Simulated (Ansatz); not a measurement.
# BaTiO3 (P1) in Ansatz: single point with PBE

Aim: the single point of BaTiO3 with PBE.

All numbers are computed with Ansatz 0.2.0; they aren't measurements. Logs are shortened: lines on timing, memory, paths and dates and some standing lists are left out, and cuts for length are marked.

## 1. The structure

The typed cell holds 10 atoms: a = 4.018 Å, b = 5.659 Å, c = 5.659 Å, α = 89.51°, β = 89.87°, γ = 89.87°.

## 2. Single point, PBE

input.yaml reads:

```yaml
crystal:
  lattice:
    - [0.0, -2.83705, -2.8458]
    - [-3.9841, 2.83705, -2.8458]
    - [3.9841, 2.83705, -2.8458]
  atoms:
    - { symbol: Ba, position: [0.01482756, 0.52342182, 0.49594891] }
    - { symbol: Ba, position: [0.98517244, 0.97657818, 0.00405109] }
    - { symbol: Ti, position: [0.46948775, 0.00347915, 0.49812544] }
    - { symbol: Ti, position: [0.51471225, 0.48862085, 0.99397456] }
    - { symbol: O, position: [0.48612904, 0.25418846, 0.28051967] }
    - { symbol: O, position: [0.52967096, 0.75371154, 0.72738033] }
    - { symbol: O, position: [0.43502196, 0.81668038, 0.27996181] }
    - { symbol: O, position: [0.55995804, 0.18960962, 0.72632819] }
    - { symbol: O, position: [0.02114428, 0.00157456, 0.50510004] }
    - { symbol: O, position: [0.99143572, 0.49591544, 0.99238996] }
hamiltonian:
  xc: pbe
  pseudopotentials: { kind: paw }
kpoints:
  mp_grid: { grid: [9, 7, 7] }
scf:
  occupations: { method: fermi_dirac, width: 0.05 }
output:
  forces: true
  stress: true
  eigenvalues: true
  write_density: true
  write_potential: true
  elf: true
  volumetric_format: npy
```

Potentials or basis: Ansatz PAW.

Started as:

```
> ansatz run input.yaml --threads 4 --pin off --max-ram 11264MiB --backend cpu --events-out ev --progress --plain --runs-dir out
```

The program printed:

```text
Warning: RAYON_NUM_THREADS=4 ignored (pool sized by the plan → 4); use --threads N
Engine: ansatz 0.2.0, x86_64-unknown-linux-gnu
Pseudopotentials: kind: paw
Pseudopotential: Ba, paw, valence charge 10, recommended cutoff 420 eV (normal), Ba.paw.azcp
Pseudopotential: Ti, paw, valence charge 12, recommended cutoff 420 eV (normal), Ti.paw.azcp
Pseudopotential: O, paw, valence charge 6, recommended cutoff 420 eV (normal), O.paw.azcp
Functional definition: PBE
  parameter kappa = 0.804
  parameter beta = 0.06672455060314922
  exchange = pbe_x(kappa = kappa, mu = beta*pi^2/3)
  correlation = pbe_c(beta = beta)
Crystal: 10 atoms, lattice volume = 128.665 Å³
Basis set: ecut = 420 eV, 2505 PW (Γ), exchange–correlation on 54×80×80 points (8 copies of the dense FFT grid, shifted against one another)
Bands: 50, of which v1, the nominal top of the filled ones, is band 40 counted from 1 (39 counted from 0)
Symmetry: 1 space group operations
Space group: P1 (ITA 1), of the structure as read, at distance tolerance 5.0e-5 Å
k-points: 221 of 441 (time reversal used)
Non-local potential: Ba, projectors of the file, l = 0: 3, l = 1: 2, l = 2: 2, l = 3: 2
Non-local potential: Ti, projectors of the file, l = 0: 3, l = 1: 2, l = 2: 3, l = 3: 1
Non-local potential: O, projectors of the file, l = 0: 2, l = 1: 2, l = 2: 1
PAW form: soft (Blöchl's): semilocal exchange-correlation on the pseudo side does not see the compensation charge
PAW one-centre angular grid: Ba, 194 points (default); XC on 64 Gauss nodes
PAW one-centre angular grid: Ti, 590 points (default); XC on 64 Gauss nodes
PAW one-centre angular grid: O, 110 points (default); XC on 64 Gauss nodes
Initial density: superposition of atomic densities (neutral atoms: chi_scale 0, normalization atom), corrected by the library's trained network
Initial wavefunctions: pseudopotential atomic-orbital guess
Functional: x = pbe(κ = 0.804, μ = 0.2195149727645171), c = pbe(β = 0.06672455060314922)
SCF iter   1: F=—  HF=-20314.730336 eV  |F-HF|=—  |Δ(HF+E_count)|=         —  Δρ=6.42e-3  dr2=1.13e-1  ethr=1.77e-3  ⟨swp⟩=7.3  Hψ=49078  notcnv=0  defer=223
preconditioner: auto → Resta (q_TF=auto, 2.521 Å⁻¹)  ε∞=5.8  [insulator: Δε(μ)=0.839 eV  Ē_g=12.009 eV  σ=0.050 eV  W_gap=1.00  n_scr=38 (ndim 8)  ℏωp=26.2 eV  f_vac=0.000  D(μ)=0.00/eV (n_scr^D=0)  ε∞_Penn≈5.8]
SCF iter   2: F=—  HF=-20314.718048 eV  |F-HF|=—  |Δ(HF+E_count)|=   1.23e-2  Δρ=3.33e-3  dr2=3.43e-2  ethr=1.41e-4  ⟨swp⟩=2.0  Hψ=14518  notcnv=0  defer=453
SCF iter   3: F=—  HF=-20314.713368 eV  |F-HF|=—  |Δ(HF+E_count)|=   4.68e-3  Δρ=5.45e-4  dr2=6.52e-4  ethr=4.29e-5  ⟨swp⟩=2.0  Hψ=11941  notcnv=0  defer=453
SCF iter   4: F=—  HF=-20314.713300 eV  |F-HF|=—  |Δ(HF+E_count)|=   6.87e-5  Δρ=2.37e-4  dr2=7.43e-5  ethr=8.15e-7  ⟨swp⟩=2.0  Hψ=19404  notcnv=0  defer=453
SCF iter   5: F=—  HF=-20314.713087 eV  |F-HF|=—  |Δ(HF+E_count)|=   2.13e-4  Δρ=7.94e-5  dr2=8.65e-6  ethr=9.29e-8  ⟨swp⟩=2.0  Hψ=17327  notcnv=0  defer=453
SCF iter   6: F=—  HF=-20314.713086 eV  |F-HF|=—  |Δ(HF+E_count)|=   6.83e-7  Δρ=2.03e-5  dr2=4.91e-7  ethr=1.08e-8  ⟨swp⟩=2.0  Hψ=18943  notcnv=0  defer=453
SCF iter   7: F=-20314.713086 eV  HF=-20314.713086 eV  |F-HF|=1.95e-8  |Δ(HF+E_count)|=   6.28e-8  Δρ=6.56e-6  dr2=5.82e-8  ethr=1.25e-10  ⟨swp⟩=16.4  Hψ=96249  notcnv=0
SCF 1 converged in 7 iterations: F = -20314.713086 eV  dr2 = 5.82e-8
SCF converged after 7 iterations
Free energy (F): -20314.713086 eV
Harris-Foulkes:  -20314.713086 eV  (|F-HF|=1.95e-8)
Internal energy: -20314.712899 eV  (E = F + TS)
E sigma→0 (E₀):  -20314.712993 eV
Entropy (-TS):   -0.000187 eV (-0.019 meV/atom)
Fermi energy:    11.258207 eV
--- Per-component energies (eV) ---
  E_band       = -275.896006
  E_kinetic    = 1955.178077
  E_local      = -4444.524003  (includes V_loc(G=0)·N_el)
  E_nonlocal   = 411.041844
  E_hartree    = 1760.101333
  E_xc         = -985.207544
  E_vxc        = -1095.353575  (∫ρ·V_xc dr)
  E_paw        = -13492.467103  (= ΣΔE_a)
  E_vpaw       = -622.450513  (= ΣTr[D̂ρ^β])
  E_aug_tail   = 0.014923  (compensation charges beyond the density's cutoff)
  E_ewald      = -5518.850427
  E_smearing   = -0.000187  (= −TS)
  E_closure    = 0.000000  (closes the sum)
  Σ components = -20314.713086   (vs F -20314.713086, Δ=0.00e0)
--- Forces (eV/Å), atoms counted from 1 ---
  atom   1  Ba     0.76560370    -0.04366983     0.69146314
  atom   2  Ba    -0.98540312     0.32621990    -0.41627147
  atom   3  Ti     0.27799987     1.91968946    -1.97475201
  atom   4  Ti     0.34192326    -1.02977306     0.63353969
  atom   5  O     -5.63159902    -0.51952088    -0.44543302
  atom   6  O      4.90803571     0.16266659     0.62160528
  atom   7  O      0.01788952    -9.38567198     6.87663820
  atom   8  O     -0.02964297     6.95247636    -6.75372756
  atom   9  O      0.07541812     1.48708815     0.88426173
  atom  10  O      0.25978581     0.13054861    -0.11735133
  max |Σ_I F_I| component: 5.33e-5 eV/Å
--- Stress (GPa, compression-positive) ---
        9.360258      -0.432459      -1.794989
       -0.432459      18.991223     -10.488625
       -1.794990     -10.488624      24.240228
  P = ⅓ Tr σ = 17.5306 GPa (175.306 kbar)
--- Band table (eV; the first three rows and the last of 221) ---
  k-point 0: bands = ["-47.0922", "-44.4283", "-23.3581", "-23.2959", "-23.1890", "-21.5059", "-20.8442", "-20.7246", "-14.4580", "-14.2226", "-7.0519", "-6.5590", "-5.9974", "-5.7420", "-5.3580", "-5.1515", "0.0503", "0.2441", "0.3839", "0.4865", "0.6676", "0.7108", "6.0111", "6.2064", "6.3893", "7.1967", "7.5984", "7.6956", "7.9635", "8.2202", "8.4877", "8.7085", "8.8875", "9.2401", "9.5942", "9.8072", "9.9517", "10.2991", "10.4163", "10.7684", "11.4961", "11.9267", "12.0061", "12.9170", "13.8002", "14.9333", "15.1025", "15.5069", "15.5968", "16.0233"]
  k-point 1: bands = ["-47.0922", "-44.4283", "-23.3581", "-23.2959", "-23.1891", "-21.5061", "-20.8444", "-20.7246", "-14.4461", "-14.2302", "-7.0715", "-6.5936", "-5.9930", "-5.7486", "-5.3278", "-5.1466", "0.0885", "0.2522", "0.4050", "0.4927", "0.6806", "0.7010", "6.0824", "6.3017", "6.4646", "7.2238", "7.5469", "7.7795", "7.8590", "8.2129", "8.4385", "8.5930", "8.8436", "9.1374", "9.4633", "9.7296", "9.9219", "10.1764", "10.3146", "10.6920", "11.5534", "12.0051", "12.0686", "13.0525", "13.8892", "14.9580", "15.1912", "15.4678", "15.7458", "16.0998"]
  k-point 2: bands = ["-47.0922", "-44.4283", "-23.3581", "-23.2959", "-23.1891", "-21.5067", "-20.8448", "-20.7246", "-14.4150", "-14.2513", "-7.1147", "-6.6660", "-5.9804", "-5.7643", "-5.2645", "-5.1394", "0.1403", "0.3009", "0.4444", "0.5206", "0.6374", "0.7569", "6.2312", "6.5641", "6.6884", "7.2562", "7.4920", "7.6338", "7.9037", "8.1809", "8.2635", "8.4288", "8.7243", "8.9189", "9.0902", "9.5799", "9.7263", "10.0506", "10.1538", "10.5349", "11.6755", "12.1468", "12.2131", "13.2954", "14.1051", "14.9133", "15.3495", "15.4500", "16.1885", "16.3591"]
  k-point 220: bands = ["-47.0915", "-44.4274", "-23.4023", "-23.2957", "-23.1872", "-21.5044", "-20.8415", "-20.7785", "-14.3333", "-14.1659", "-6.8501", "-6.5447", "-6.0398", "-5.6031", "-5.2563", "-4.7234", "-0.2922", "-0.1878", "-0.1244", "0.5103", "0.5864", "0.6881", "5.4590", "6.3648", "6.5455", "6.9970", "7.1348", "7.4137", "7.4686", "7.6660", "7.8634", "8.1115", "8.3711", "8.7535", "8.9213", "9.4171", "9.6631", "10.0855", "10.4328", "10.9053", "12.2271", "12.9737", "13.2350", "13.5127", "15.3089", "15.7815", "15.8274", "16.0487", "16.6492", "17.2116"]
```

Run time: 21 s. Hardware: 4 threads of Intel Xeon 6975P-C (Granite Rapids), shared host; peak memory 1.2 GiB.

What came out:

```yaml
Free_energy: -20314.7131 eV
Pressure: 17.5 GPa
Largest_force: 11.635 eV/Å
Band_gap_on_the_k_mesh: 0.58 eV, indirect (least direct gap 0.73 eV)
```

Forces on the atoms (eV/Å):
```
Ba   0.766 -0.044  0.691
Ba  -0.985  0.326 -0.416
Ti   0.278  1.920 -1.975
Ti   0.342 -1.030  0.634
O   -5.632 -0.520 -0.445
O    4.908  0.163  0.622
O    0.018 -9.386  6.877
O   -0.030  6.952 -6.754
O    0.075  1.487  0.884
O    0.260  0.131 -0.117
```

Stress tensor (GPa, compression positive):
```
  9.36  -0.43  -1.79
 -0.43  18.99 -10.49
 -1.79 -10.49  24.24
```

Levels at points of the mesh, in eV from the valence-band top:
```
           k point  band 38  band 39  band 40  band 41  band 42  band 43
(0.00, 0.00, 0.00)    -0.62    -0.50    -0.15     0.58     1.01     1.09
```

Caveat: odd divisions of the mesh miss points on the zone boundary, where band edges often lie, so the gap on the mesh can be too wide; so large a pressure means that the cell lies far from this level's equilibrium, or that cutoff or potentials fall short; the pressure holds a Pulay correction of +0.5 GPa for the finite cutoff; spin-orbit coupling is left out, which moves the levels of the heavy elements; forces of over 1 eV/Å show positions far from the minimum, so gaps and moduli don't describe the material at rest.
